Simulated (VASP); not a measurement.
# NaF (Fm-3m) in VASP: notebook

The runs below take NaF through relaxation of cell and atoms, electrostatic potential, with PBEsol.

All numbers are computed with VASP 6.6.1; they aren't measurements. Logs are shortened: lines on timing, memory, paths and dates and some standing lists are left out, and cuts for length are marked.

## Step 1: Starting point

The structure is cubic, space group Fm-3m (No. 225). Conventional cell: a = 4.630 Å, b = 4.630 Å, c = 4.630 Å, α = 90.00°, β = 90.00°, γ = 90.00°. Na (site symmetry m-3m) has 6 F at 2.31 Å as nearest neighbours. F (site symmetry m-3m) is surrounded by 6 Na at 2.31 Å.

The cell was built by a generator and needn't be a form met in nature.

## Step 2: Relaxation of cell and atoms, PBEsol

File INCAR:

```
  PREC = Accurate
  ENCUT = 600
  EDIFF = 1E-6
  ISMEAR = 0
  SIGMA = 0.02
  LREAL = F
  LASPH = T
  NELM = 120
  ALGO = Fast
  ISIF = 3
  LWAVE = F
  LCHARG = F
  GGA = PS
  IBRION = 2
  NSW = 40
  EDIFFG = -0.005
```

File KPOINTS:

```
Automatic mesh
0
Gamma
  10 10 10
```

File POSCAR:

```
NaF
1.0
    0.0000000000      2.3150000000      2.3150000000
    2.3150000000      0.0000000000      2.3150000000
    2.3150000000      2.3150000000      0.0000000000
Na F
1 1
Direct
    0.0000000000      0.0000000000      0.0000000000
    0.5000000000      0.5000000000      0.5000000000
```

Potentials or basis: VASP PAW PBE potentials, release 64 (Na_pv, F).

Started as:

```sh
$ cat potpaw_PBE.64/Na_pv/POTCAR potpaw_PBE.64/F/POTCAR > POTCAR
$ mpirun -np 1 vasp_std > vasp.out
```

OUTCAR:

```text
PREC = Accurate
   ENCUT = 600
   EDIFF = 1E-6
   ISMEAR = 0
   LREAL = F
   LASPH = T
   NELM = 120
   ISIF = 3
   GGA = PS
   IBRION = 2
   NSW = 40
   EDIFFG = -0.005

 ion  position               nearest neighbor table
   1  0.000  0.000  0.000-   2 2.31   2 2.31   2 2.31   2 2.31   2 2.31   2 2.31
   2  0.500  0.500  0.500-   1 2.31   1 2.31   1 2.31   1 2.31   1 2.31   1 2.31

  LATTYP: Found a face centered cubic cell.
 ALAT       =     4.6300000000

  Lattice vectors:

 A1 = (   0.0000000000,   2.3150000000,   2.3150000000)
 A2 = (   2.3150000000,   0.0000000000,   2.3150000000)
 A3 = (   2.3150000000,   2.3150000000,   0.0000000000)

Analysis of symmetry for initial positions (statically):
=====================================================================
 Subroutine PRICEL returns:
 Original cell was already a primitive cell.

 Routine SETGRP: Setting up the symmetry group for a
 face centered cubic supercell.

 Subroutine GETGRP returns: Found 48 space group operations
 (whereof 48 operations were pure point group operations)
 out of a pool of 48 trial point group operations.

The static configuration has the point symmetry O_h .

Analysis of symmetry for dynamics (positions and initial velocities):
=====================================================================
 Subroutine PRICEL returns:
 Original cell was already a primitive cell.

 Routine SETGRP: Setting up the symmetry group for a
 face centered cubic supercell.

 Subroutine GETGRP returns: Found 48 space group operations
 (whereof 48 operations were pure point group operations)
 out of a pool of 48 trial point group operations.

The dynamic configuration has the point symmetry O_h .

 Subroutine INISYM returns: Found 48 space group operations
 (whereof 48 operations are pure point group operations),
 and found     1 'primitive' translations

----------------------------------------------------------------------------------------

                                     Primitive cell

  volume of cell :      24.8132

  direct lattice vectors                    reciprocal lattice vectors
     0.000000000  2.315000000  2.315000000    -0.215982721  0.215982721  0.215982721
     2.315000000  0.000000000  2.315000000     0.215982721 -0.215982721  0.215982721
     2.315000000  2.315000000  0.000000000     0.215982721  0.215982721 -0.215982721

  length of vectors
     3.273904397  3.273904397  3.273904397     0.374093047  0.374093047  0.374093047

  position of ions in fractional coordinates (direct lattice)
     0.000000000  0.000000000  0.000000000
     0.500000000  0.500000000  0.500000000

  ion indices of the primitive-cell ions
   primitive index   ion index
                 1           1
                 2           2

----------------------------------------------------------------------------------------

 KPOINTS: Automatic mesh

Automatic generation of k-mesh.
 Grid dimensions read from file:
 generate k-points for:   10   10   10

 Generating k-lattice:

  Cartesian coordinates                     Fractional coordinates (reciprocal lattice)
    -0.021598272  0.021598272  0.021598272     0.100000000  0.000000000  0.000000000
     0.021598272 -0.021598272  0.021598272     0.000000000  0.100000000  0.000000000
     0.021598272  0.021598272 -0.021598272     0.000000000  0.000000000  0.100000000

  Length of vectors
     0.037409305  0.037409305  0.037409305

  Shift w.r.t. Gamma in fractional coordinates (k-lattice)
     0.000000000  0.000000000  0.000000000

 Subroutine IBZKPT returns following result:
[... 55 lines left out ...]
   ISIF   =      3    stress and relaxation
   ISYM   =      2    0-nonsym 1-usesym 2-fastsym
   POTIM  = 0.5000    time-step for ionic-motion
   TEBEG  =    0.0;   TEEND  =   0.0 temperature during run
   PSTRESS=    0.0 pullay stress
   NELECT =      14.0000    total number of electrons
   NUPDOWN=      -1.0000    fix difference up-down
   EMIN   =  10.00;   EMAX   =-10.00  energy-range for DOS
   EFERMI =   0.00;   METHOD = LEGACY
   ISMEAR =     0;   SIGMA  =   0.02  broadening in eV -4-tet -1-fermi 0-gaus
   EFERMI_NEDOS =   21; number of points for ismear=-14 and -15
   IALGO  =     68    algorithm
   IMIX   =      4    mixing-type and parameters
     AMIX     =   0.40;   BMIX     =  1.00
     AMIX_MAG =   1.60;   BMIX_MAG =  1.00
  volume/ion in A,a.u.               =      12.41        83.72
  Fermi-wavevector in a.u.,A,eV,Ry     =   1.352768  2.556360 24.898391  1.829980
  Thomas-Fermi vector in A             =   2.480079
   LORBIT       =      0    0 simple, 1 ext, 2 COOP (PROOUT), +10 PAW based schemes
   GGA     = PS    functional components
   LHFCALC =     F    Hartree Fock is set to
   AEXX    =    0.0000 exact exchange contribution
   IVDW    =     0    specifies the selected vdW correction
   LEPSILON=     F    determine dielectric tensor
   LRPA    =     F    only Hartree local field effects (RPA)
 conjugate gradient relaxation of ions
 non-spin polarized calculation
 RMM-DIIS sequential band-by-band and
 Gauss-broadening in eV      SIGMA  =   0.02
  energy-cutoff  :      600.00
  volume of cell :       24.81
 maximum number of plane-waves:       869
 NGX is ok and might be reduce to    28
   NGX = 13   NGY = 13   NGZ = 13

--------------------------------------- Ionic step        1  -------------------------------------------

 number of electron      14.0000006 magnetization

 Free energy of the ion-electron system (eV)
  ---------------------------------------------------
  ext. energy  EPLUGINS =         0.00000000
  ---------------------------------------------------
  free energy    TOTEN  =        -8.77055195 eV

  energy without entropy =       -8.77055195  energy(sigma->0) =       -8.77055195

------------------------ aborting loop because EDIFF is reached ----------------------------------------

  FORCE on cell =-STRESS in cart. coord.  units (eV):
  Direction    XX          YY          ZZ          XY          YZ          ZX
  --------------------------------------------------------------------------------------
  -------------------------------------------------------------------------------------
  Total       -0.0170780     -0.0170780     -0.0170780     -0.0000000     -0.0000000      0.0000000
  in kB       -1.1027186     -1.1027186     -1.1027186     -0.0000000     -0.0000000      0.0000000
  external PRESSURE =      -1.1027186 kB  Pullay stress =       0.0000000 kB

 VOLUME and BASIS-vectors are now :
 -----------------------------------------------------------------------------
  energy-cutoff  :      600.00
  volume of cell :       24.81
      direct lattice vectors                 reciprocal lattice vectors
     0.000000000  2.315000000  2.315000000    -0.215982721  0.215982721  0.215982721
     2.315000000  0.000000000  2.315000000     0.215982721 -0.215982721  0.215982721
     2.315000000  2.315000000  0.000000000     0.215982721  0.215982721 -0.215982721

 POSITION                                       TOTAL-FORCE (eV/Angst)
 -----------------------------------------------------------------------------------
      0.00000      0.00000      0.00000        -0.000000      0.000000      0.000000
      2.31500      2.31500      2.31500         0.000000     -0.000000     -0.000000
 -----------------------------------------------------------------------------------
    total drift:                                0.000000      0.000000      0.000000

  FREE ENERGIE OF THE ION-ELECTRON SYSTEM (eV)
  ---------------------------------------------------
  free  energy   TOTEN  =        -8.7705519496 eV

  energy  without entropy=       -8.7705519496  energy(sigma->0) =       -8.77055195

--------------------------------------- Ionic step        2  -------------------------------------------

 number of electron      14.0000006 magnetization

 Free energy of the ion-electron system (eV)
  ---------------------------------------------------
  ext. energy  EPLUGINS =         0.00000000
  ---------------------------------------------------
  free energy    TOTEN  =        -8.77057173 eV

  energy without entropy =       -8.77057173  energy(sigma->0) =       -8.77057173

 E-fermi :  -2.0458     XC(G=0):  -9.3526

 val. band max:       -2.1625090668   @ k =   0.0000   0.0000   0.0000
 cond. band min:       4.0200465377   @ k =   0.0000   0.0000   0.0000
 fundamental gap:      6.1825556045
 Fermi energy:        -2.0458071889

 k-point     1 :       0.0000    0.0000    0.0000
  band No.  band energies     occupation
      1     -21.2263      2.00000
      2     -20.9190      2.00000
      3     -20.9190      2.00000
      4     -20.9190      2.00000
      5      -2.1625      2.00000
      6      -2.1625      2.00000
      7      -2.1625      2.00000
      8       4.0200      0.00000
      9      16.7097      0.00000
     10      16.7097      0.00000
     11      16.7097      0.00000
[... 309 lines left out ...]
 k-point    24 :       0.4000    0.3000    0.0000
  band No.  band energies     occupation
      1     -21.4581      2.00000
      2     -20.9690      2.00000
      3     -20.9606      2.00000
      4     -20.5588      2.00000
      5      -3.3658      2.00000
      6      -2.5527      2.00000
      7      -2.4951      2.00000
      8       8.3058      0.00000
      9      11.5018      0.00000
     10      14.4988      0.00000
     11      17.3702      0.00000

 [... further k-points ...]
[... 5 lines left out ...]
  --------------------------------------------------------------------------------------
  -------------------------------------------------------------------------------------
  Total       -0.0079826     -0.0079826     -0.0079826     -0.0000000      0.0000000      0.0000000
  in kB       -0.5160686     -0.5160686     -0.5160686     -0.0000000      0.0000000      0.0000000
  external PRESSURE =      -0.5160686 kB  Pullay stress =       0.0000000 kB

 VOLUME and BASIS-vectors are now :
 -----------------------------------------------------------------------------
  energy-cutoff  :      600.00
  volume of cell :       24.78
      direct lattice vectors                 reciprocal lattice vectors
    -0.000000000  2.314046349  2.314046349    -0.216071731  0.216071731  0.216071731
     2.314046349 -0.000000000  2.314046349     0.216071731 -0.216071731  0.216071731
     2.314046349  2.314046349  0.000000000     0.216071731  0.216071731 -0.216071731

 POSITION                                       TOTAL-FORCE (eV/Angst)
 -----------------------------------------------------------------------------------
      4.62809      2.31405      2.31405         0.000000     -0.000000      0.000000
      2.31405      2.31405      2.31405        -0.000000      0.000000     -0.000000
 -----------------------------------------------------------------------------------
    total drift:                                0.000000      0.000000      0.000000

  FREE ENERGIE OF THE ION-ELECTRON SYSTEM (eV)
  ---------------------------------------------------
  free  energy   TOTEN  =        -8.7705717323 eV

  energy  without entropy=       -8.7705717323  energy(sigma->0) =       -8.77057173

 reached required accuracy - stopping structural energy minimisation
```

Run time: 44 s. Hardware: 1 thread of AMD EPYC 7R43 (Zen 3), shared host; peak memory 0.11 GiB.

What came out:

- Free energy: -8.7706 eV
- Relaxed volume: 12.39 Å³/atom
- Relaxed cell: a = 3.273 Å, b = 3.273 Å, c = 3.273 Å, α = 60.00°, β = 60.00°, γ = 60.00°
- Space group after relaxing (to 0.05 Å): Fm-3m (No. 225)
- Energy gained by relaxing: 0.0 meV/atom
- Ionic steps: 2
- Pressure after relaxing: -0.1 GPa
- Band gap on the k mesh: 6.18 eV, direct

Final structure:
```
CELL_PARAMETERS angstrom
0.00000 2.31405 2.31405
2.31405 0.00000 2.31405
2.31405 2.31405 0.00000
ATOMIC_POSITIONS crystal
Na 0.00000 0.00000 0.00000
F 0.50000 0.50000 0.50000
```

Levels at points of the mesh, in eV from the valence-band top:
| k point | band 4 | band 5 | band 6 | band 7 | band 8 | band 9 | band 10 | band 11 |
| --- | --- | --- | --- | --- | --- | --- | --- | --- |
| (0.00, 0.00, 0.00) | -18.76 | 0.00 | 0.00 | 0.00 | 6.18 | 18.87 | 18.87 | 18.87 |
| (0.50, 0.00, 0.00) | -18.00 | -1.63 | -0.26 | -0.26 | 10.63 | 12.37 | 20.02 | 20.02 |
| (0.50, 0.50, 0.00) | -18.80 | -1.30 | -0.41 | -0.41 | 13.01 | 13.11 | 13.57 | 19.69 |

Caveat: the PAW data sets were made with another functional, which shifts forces and pressure a little.

(Continued in part 2 of 2.)
